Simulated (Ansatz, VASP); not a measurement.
This is a calculation of MoS2 for Ansatz 0.2.0.

The input input.yaml:

```yaml
crystal:
  lattice:
    - [1.5640716975, 0.9030172156, 6.0323514456]
    - [-1.5640716975, 0.9030172156, 6.0323514456]
    - [0.0, -1.8060344312, 6.0323514456]
  atoms:
    - { symbol: Mo, position: [0.0, 0.0, 0.0] }
    - { symbol: S, position: [0.25, 0.25, 0.25] }
    - { symbol: S, position: [0.75, 0.75, 0.75] }
hamiltonian:
  xc: lda
  pseudopotentials: { kind: paw }
kpoints:
  mp_grid: { grid: [10, 10, 10] }
scf:
  occupations: { method: fermi_dirac, width: 0.05 }
output:
  forces: true
  stress: true
  eigenvalues: true
```

Potentials or basis: Ansatz PAW.

Launch:

```bash
$ ansatz run input.yaml --threads 2 --pin off --max-ram 5632MiB --backend cpu --events-out ev --progress --plain --runs-dir out
```

**Question.** Set up the same calculation for VASP 6.6.1. Potentials there: VASP PAW LDA potentials, release 64 (Mo_sv, S).

**Answer.** As run (the cutoff follows the program's own potentials):

The input INCAR:

```
PREC     = Accurate       # precision mode
ENCUT    = 520            # plane-wave cutoff, eV
EDIFF    = 1E-6           # SCF threshold, eV
ISMEAR   = -1             # smearing method
SIGMA    = 0.05           # smearing width, eV
LREAL    = False          # projectors in reciprocal space
LASPH    = True           # aspherical terms in the spheres
NELM     = 100            # most SCF steps
ALGO     = Normal         # electronic algorithm
ISIF     = 2              # what is computed and relaxed
LWAVE    = False          # write WAVECAR
LCHARG   = True           # write CHGCAR
LELF     = True           # ELF
LVHAR    = True         
NBANDS   = 20             # bands
```

KPOINTS

```
regular mesh
0
Gamma
  10 10 10
```

File POSCAR:

```
MoS2
1.0
    1.5640716975      0.9030172156      6.0323514456
   -1.5640716975      0.9030172156      6.0323514456
    0.0000000000     -1.8060344312      6.0323514456
Mo S
1 2
Direct
    0.0000000000      0.0000000000      0.0000000000
    0.2500000000      0.2500000000      0.2500000000
    0.7500000000      0.7500000000      0.7500000000
```

Potentials or basis: VASP PAW LDA potentials, release 64 (Mo_sv, S).

Command:

```console
$ cat potpaw_LDA.64/Mo_sv/POTCAR potpaw_LDA.64/S/POTCAR > POTCAR
$ mpirun -np 1 vasp_std > vasp.out
```

Both were run:

|  | VASP | Ansatz | Ansatz less VASP |
| --- | --- | --- | --- |
| gap on the k mesh at the Fermi level (eV) | none | none | - |
| pressure (GPa) | 7.1 | 6.9 | -0.15 |
| largest component of the traceless stress (GPa) | 3.87 | 3.85 | -0.020 |
| rms of the force components (eV/Å) | 0.640 | 0.631 | -0.0093 |

Atom by atom the forces differ by 0.009 eV/Å (rms over components). A gap of «none» marks a metal or a gap that the smearing closes.

Caveats: the cell's inner coordinates are idealised or old, which leaves forces on the atoms; the PAW data sets come from PBE, with cores solved anew for the run's functional, which leaves a small shift of forces and pressure (Ansatz).
